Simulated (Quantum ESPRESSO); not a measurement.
SnTe:

```xyz
2
Lattice="0.0000 3.1509 3.1509 3.1509 0.0000 3.1509 3.1509 3.1509 0.0000" Properties=species:S:1:pos:R:3 pbc="T T T"
Te    3.1509    3.1509    3.1509
Sn    0.0000    0.0000    0.0000
```

Base run:

```yaml
Program: Quantum ESPRESSO 7.5
Functional: PBE
Potentials_or_basis: PseudoDojo 0.4.1 SR PBE standard
Cutoff: 1088 eV
Density_cutoff: 4354 eV
k_mesh: 5 × 5 × 5
Occupations: fermi-dirac, width 0.05 eV
Spin: no spin polarisation
```

Its results: pressure 2.3 GPa.

Problem. The run is repeated on the same cell with these changes: functional from PBE to PBEsol; potentials or basis from PseudoDojo 0.4.1 SR PBE standard to PseudoDojo 0.4.1 SR PBEsol standard. What comes out?

Solution. Pressure -0.3 GPa.
